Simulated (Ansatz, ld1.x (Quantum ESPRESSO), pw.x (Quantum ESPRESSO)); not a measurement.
## Pt (Z = 78) (sc): variants of one ultrasoft potential in the solid

| Quantity | Value |
| --- | --- |
| Element | platinum (Pt) |
| Generator | ld1.x (Quantum ESPRESSO) 7.5 |
| Type | ultrasoft |
| Functional | PBE |
| Relativity | scalar-relativistic |
| Frozen core | [Xe] 4f14 |
| Valence charge | 10 |
| Reference configuration | 5d9 6s1 6p0 |
| Partial waves | 6s (bound): rcut 2.15, rcutus 2.70 bohr; 6s channel at 2.3 Ry: rcut 2.15, rcutus 2.70 bohr; 6p (bound, empty): rcut 3.90, rcutus 4.30 bohr; 6p channel at 0.95 Ry: rcut 3.90, rcutus 4.30 bohr; 5d (bound): rcut 1.40, rcutus 1.45 bohr; 5d channel at 2.9 Ry: rcut 1.40, rcutus 1.45 bohr |
| Local potential | all-electron potential smoothed inside 2.05 bohr (lloc = -1) |
| Core correction | Bessel-smoothed model core inside 1.20 bohr |
| Augmentation charge | PSQ, inside the norm-conserving radii |

Crystal test: sc Pt in pw.x 7.5, no spin, 12³ k-points, Fermi–Dirac smearing 0.01 Ry, cutoffs set for each file from its atomic test. The reference is all-electron LAPW (Ansatz 0.2.0) with the same functional, mesh and smearing; V0 and B0 come from Birch–Murnaghan fits to the pressures at five volumes. Errors are pseudo minus all-electron; Δ is the rms difference of the E(V) curves that follow from these fits, minima aligned, over ±6 % about the mean V0. Mesh and smearing are coarse, so the numbers serve the comparison and aren't converged zero-temperature values; the lattice is a test structure that the element need not adopt.

All-electron: a0 = 2.626 Å (V0 = 18.11 Å³/atom), B0 = 184.3 GPa.

Base: The largest radius (4.30 bohr) exceeds half the bond length (2.49 bohr), so the spheres overlap, which is one possible source of error among others. This is a poor potential for the solid.

1 further variants are left out: they gave no file fit for a test, a broken result, the same result as the base, or pressures whose basis-set error rivals the error shown.

A dash in a converged row means that the minimum lies outside the volumes sampled.

```csv
change,cutoffs (Ry),pw.x,a0 (Å),a0 error (%),B0 error (%),Δ (meV/atom),mean pressure error (GPa)
base,110/880,converged,2.656,+1.12,+2.2,25.7,+6.94
"wave 5d channel at 2.9 Ry: rcut 1.40, rcutus 1.45 bohr becomes 5d channel at -0.33 Ry: rcut 1.40, rcutus 1.45 bohr",110/880,converged,2.655,+1.11,+2.2,25.5,+6.87
"waves 6s (bound): rcut 2.15, rcutus 2.50 bohr; 6s channel at 2.3 Ry: rcut 2.15, rcutus 2.50 bohr",110/880,converged,2.655,+1.08,+2.0,24.8,+6.66
type TM; waves now 6s (bound): rc 2.70 bohr; 5d (bound): rc 1.45 bohr; 6p (bound): rc 4.30 bohr; local potential the p channel,100/400,converged,–,–,–,–,-12.93
core correction Bessel-smoothed model core inside 1.08 bohr,110/880,converged,2.656,+1.12,+2.2,25.7,+6.94
```
